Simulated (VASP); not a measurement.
The system is HgSe.

```
Hg Se
1.0
     0.00000    3.03900    3.03900
     3.03900    0.00000    3.03900
     3.03900    3.03900    0.00000
Hg Se
1 1
Direct
  0.00000 0.00000 0.00000
  0.75000 0.75000 0.75000
```

- Program: VASP 6.6.1
- Task: relaxation of cell and atoms
- Functional: PW91
- Dispersion: D4
- Potentials or basis: VASP PAW PBE potentials, release 64 (Hg, Se)
- Cutoff: 600 eV
- k mesh: 6 × 6 × 6
- Occupations: gaussian, width 0.1 eV
- Spin: spin-orbit coupling, no magnetisation

At the start: pressure 3.0 GPa; volume 28.07 Å³/atom.

**Question.** Where does the relaxation end?

**Answer.** Over 3 steps the energy falls by 14.0 meV/atom and the volume is 29.62 Å³/atom (+5.5 %); space group F-43m (No. 216, to 0.05 Å).

Step by step:
| step | energy change (eV) | largest force (eV/Å) | pressure (GPa) | volume (Å³) |
| --- | --- | --- | --- | --- |
| 1 | 0.0000 | 0.0000 | 3.04 | 56.13 |
| 2 | -0.0237 | 0.0000 | -1.02 | 60.57 |
| 3 | -0.0280 | 0.0000 | 0.01 | 59.24 |

Final structure:
```yaml
crystal:
  lattice:
    - [0.00000, 3.09412, 3.09412]
    - [3.09412, 0.00000, 3.09412]
    - [3.09412, 3.09412, 0.00000]
  atoms:
    - { symbol: Hg, position: [0.00000, 0.00000, 0.00000] }
    - { symbol: Se, position: [0.75000, 0.75000, 0.75000] }
```

Caveat: the PAW data sets were made with another functional, which shifts forces and pressure a little.
